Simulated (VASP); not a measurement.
These are AM05 GGA, VASP's PBE PAW potentials (set 64) (plane waves; VASP) values and carry that method's errors.

A VASP calculation is set up with these files.

INCAR:
```
ALGO = Normal   ! blocked Davidson
NSW = 60   ! most ionic steps
LWAVE = .FALSE.
SYSTEM = CsI
IBRION = 2
ISIF = 3   ! ions, shape and volume
LASPH = .TRUE.   ! aspherical one-centre terms
GGA = AM
LREAL = .FALSE.
EDIFFG = -0.01
ENCUT = 520   ! plane-wave cut-off (eV)
PREC = Accurate
ISMEAR = 0   ! Gaussian
LCHARG = .FALSE.
EDIFF = 1E-6   ! SCF stop (eV)
LMAXMIX = 4   ! l cut-off of mixed one-centre charges
NELM = 100
SIGMA = 0.05   ! width (eV)
```

POSCAR:
```
CsI
1.0
  4.6238155136   0.0000000000   0.0000000000
  0.0000000000   4.6238155136   0.0000000000
  0.0000000000   0.0000000000   4.6238155136
Cs I
1 1
Cartesian
  0.0000000000   0.0000000000   0.0000000000
  2.3119077568   2.3119077568   2.3119077568
```

### KPOINTS
```
Automatic mesh
0
Gamma
  5 5 5
0 0 0
```

POTCAR, in this order: Cs_sv I (PBE.64 set). Program: vasp_std.

The run wrote:

**OUTCAR**
```
 ion  position               nearest neighbor table
   1  0.000  0.000  0.000-
   2  0.500  0.500  0.500-
  LATTYP: Found a simple cubic cell.
 ALAT       =     4.6238155136
 Subroutine PRICEL returns:
 Original cell was already a primitive cell.
 Subroutine GETGRP returns: Found 48 space group operations
The static configuration has the point symmetry O_h .
The dynamic configuration has the point symmetry O_h .
 Subroutine INISYM returns: Found 48 space group operations
 Subroutine IBZKPT returns following result:
 Found     10 irreducible k-points:

 Following reciprocal coordinates:
            Coordinates               Weight
  0.000000  0.000000  0.000000      1.000000
  0.200000  0.000000  0.000000      6.000000
  0.400000  0.000000  0.000000      6.000000
  0.200000  0.200000  0.000000     12.000000
  0.400000  0.200000  0.000000     24.000000
  0.400000  0.400000  0.000000     12.000000
  0.200000  0.200000  0.200000      8.000000
  0.400000  0.200000  0.200000     24.000000
  0.400000  0.400000  0.200000     24.000000
  0.400000  0.400000  0.400000      8.000000
   k-points           NKPTS =     10   k-points in BZ     NKDIM =     10   number of bands    NBANDS=     12
   number of dos      NEDOS =    301   number of ions     NIONS =      2
   total plane-waves  NPLWV =  46656
   dimension x,y,z NGX =    36 NGY =   36 NGZ =   36
   dimension x,y,z NGXF=    72 NGYF=   72 NGZF=   72
   ions per type =               1   1
   PREC   = accura    normal or accurate (medium, high low for compatibility)
   ISTART =      0    job   : 0-new  1-cont  2-samecut
   ICHARG =      2    charge: 1-file 2-atom 10-const
   ISPIN  =      1    spin polarized calculation?
   LNONCOLLINEAR =      F non collinear calculations
   LSORBIT =      F    spin-orbit coupling
   INIWAV =      1    electr: 0-lowe 1-rand  2-diag
   ENCUT  =  520.0 eV  38.22 Ry    6.18 a.u.   8.60  8.60  8.60*2*pi/ulx,y,z
...
```

OSZICAR:
```
       N       E                     dE             d eps       ncg     rms          rms(c)
DAV:   1     0.921071136042E+02    0.92107E+02   -0.62397E+03   240   0.110E+03
DAV:   2     0.178053632715E+01   -0.90327E+02   -0.85285E+02   360   0.165E+02
DAV:   3    -0.539437396141E+01   -0.71749E+01   -0.71506E+01   308   0.536E+01
DAV:   4    -0.549914721378E+01   -0.10477E+00   -0.10475E+00   288   0.793E+00
DAV:   5    -0.550036806538E+01   -0.12209E-02   -0.12208E-02   296   0.892E-01    0.140E+00
DAV:   6    -0.537125117248E+01    0.12912E+00   -0.17976E-01   264   0.196E+00    0.958E-01
DAV:   7    -0.534726909612E+01    0.23982E-01   -0.14536E-01   280   0.184E+00    0.563E-01
DAV:   8    -0.535290973244E+01   -0.56406E-02   -0.13155E-02   256   0.776E-01    0.653E-02
DAV:   9    -0.535348476703E+01   -0.57503E-03   -0.12540E-03   276   0.229E-01    0.594E-02
DAV:  10    -0.535364618547E+01   -0.16142E-03   -0.21492E-04   272   0.115E-01    0.152E-02
DAV:  11    -0.535365374763E+01   -0.75622E-05   -0.28422E-05   296   0.316E-02    0.393E-03
DAV:  12    -0.535365714066E+01   -0.33930E-05   -0.72737E-06   268   0.216E-02    0.216E-03
DAV:  13    -0.535365716028E+01   -0.19622E-07   -0.19915E-07   212   0.321E-03
   1 F= -.53536572E+01 E0= -.53536572E+01  d E =-.535366E+01
```

### OUTCAR
```
------------------------ aborting loop because EDIFF is reached ----------------------------------------
  FORCE on cell =-STRESS in cart. coord.  units (eV):
  Direction    XX          YY          ZZ          XY          YZ          ZX
  --------------------------------------------------------------------------------------
  Total       -0.0045078     -0.0045078     -0.0045078      0.0000000      0.0000000      0.0000000
  in kB       -0.0730598     -0.0730598     -0.0730598      0.0000000      0.0000000      0.0000000
  external PRESSURE =      -0.0730598 kB  Pullay stress =       0.0000000 kB
  volume of cell :       98.86
      direct lattice vectors                 reciprocal lattice vectors
     4.623815514  0.000000000  0.000000000     0.216271604  0.000000000  0.000000000
     0.000000000  4.623815514  0.000000000     0.000000000  0.216271604  0.000000000
     0.000000000  0.000000000  4.623815514     0.000000000  0.000000000  0.216271604
 POSITION                                       TOTAL-FORCE (eV/Angst)
 -----------------------------------------------------------------------------------
      0.00000      0.00000      0.00000         0.000000      0.000000      0.000000
      2.31191      2.31191      2.31191         0.000000      0.000000      0.000000
 -----------------------------------------------------------------------------------
    total drift:                               -0.000000      0.000000      0.000000
  FREE ENERGIE OF THE ION-ELECTRON SYSTEM (eV)
  ---------------------------------------------------
  free  energy   TOTEN  =        -5.3536571603 eV

  energy  without entropy=       -5.3536571603  energy(sigma->0) =       -5.35365716

 reached required accuracy - stopping structural energy minimisation
```
(Selected blocks of OUTCAR.)

The compound is CsI in the CsCl type structure. It was relaxed first. The start is the result of an earlier pass.
